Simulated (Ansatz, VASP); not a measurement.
## CO2 (e600) in VASP and in Ansatz

Contents of INCAR:

```
  PREC = Accurate
  ENCUT = 520
  EDIFF = 1E-6
  ISMEAR = 0
  SIGMA = 0.1
  LREAL = False
  LASPH = True
  NELM = 100
  ALGO = Normal
  ISIF = 2
  LWAVE = False
  LCHARG = False
  GGA = PE
  IVDW = 12
  NBANDS = 44
```

File KPOINTS:

```
Automatic mesh
0
Gamma
  4 4 4
```

Contents of POSCAR:

```
CO2
1.0
    5.6300000000      0.0000000000      0.0000000000
    0.0000000000      5.6300000000      0.0000000000
    0.0000000000      0.0000000000      5.6300000000
C O
4 8
Direct
    0.0000000000      0.0000000000      0.0000000000
    0.5000000000      0.0000000000      0.5000000000
    0.5000000000      0.5000000000      0.0000000000
    0.0000000000      0.5000000000      0.5000000000
    0.1080000000      0.1080000000      0.1080000000
    0.3920000000      0.8920000000      0.6080000000
    0.6080000000      0.3920000000      0.8920000000
    0.8920000000      0.6080000000      0.3920000000
    0.8920000000      0.8920000000      0.8920000000
    0.6080000000      0.1080000000      0.3920000000
    0.3920000000      0.6080000000      0.1080000000
    0.1080000000      0.3920000000      0.6080000000
```

Input for Ansatz:

```yaml
crystal:
  lattice:
    - [5.63, 0.0, 0.0]
    - [0.0, 5.63, 0.0]
    - [0.0, 0.0, 5.63]
  atoms:
    - { symbol: C, position: [0.0, 0.0, 0.0] }
    - { symbol: C, position: [0.5, 0.0, 0.5] }
    - { symbol: C, position: [0.5, 0.5, 0.0] }
    - { symbol: C, position: [0.0, 0.5, 0.5] }
    - { symbol: O, position: [0.108, 0.108, 0.108] }
    - { symbol: O, position: [0.392, 0.892, 0.608] }
    - { symbol: O, position: [0.608, 0.392, 0.892] }
    - { symbol: O, position: [0.892, 0.608, 0.392] }
    - { symbol: O, position: [0.892, 0.892, 0.892] }
    - { symbol: O, position: [0.608, 0.108, 0.392] }
    - { symbol: O, position: [0.392, 0.608, 0.108] }
    - { symbol: O, position: [0.108, 0.392, 0.608] }
basis:
  ecutwfc: 600.0
kpoints:
  mp_grid: { grid: [4, 4, 4] }
hamiltonian:
  xc: pbe
  dispersion: d3bj
  pseudopotentials: { kind: paw }
scf:
  occupations: { method: gaussian, width: 0.1 }
output:
  forces: true
  stress: true
  eigenvalues: true
```

Alike in both runs: task single point; functional PBE; dispersion D3(BJ); k mesh 4 × 4 × 4; occupations gaussian, width 0.1 eV; no spin polarisation.

|  | VASP | Ansatz |
| --- | --- | --- |
| version | VASP 6.6.1 | Ansatz 0.2.0 |
| potentials or method | VASP PAW PBE potentials, release 64 (C, O) | scalar-relativistic, plane waves, PAW |
| plane-wave cutoff (eV) | 520 | 600 |
| valence electrons in the cell | 64 | 64 |

|  | VASP | Ansatz | Ansatz less VASP |
| --- | --- | --- | --- |
| gap on the k mesh at the Fermi level (eV) | 7.64 | 7.64 | +0.003 |
| least direct gap on the mesh (eV) | 7.64 | 7.64 | +0.003 |
| rms of the force components (eV/Å) | 9.086 | 8.393 | -0.6933 |

Atom by atom the forces differ by 0.693 eV/Å (rms over components).

Caveats: the standard files for N, O and F lose accuracy on very short bonds; forces of over 1 eV/Å show positions far from the minimum, so gaps and moduli don't describe the material at rest. A k mesh can miss the band edges.
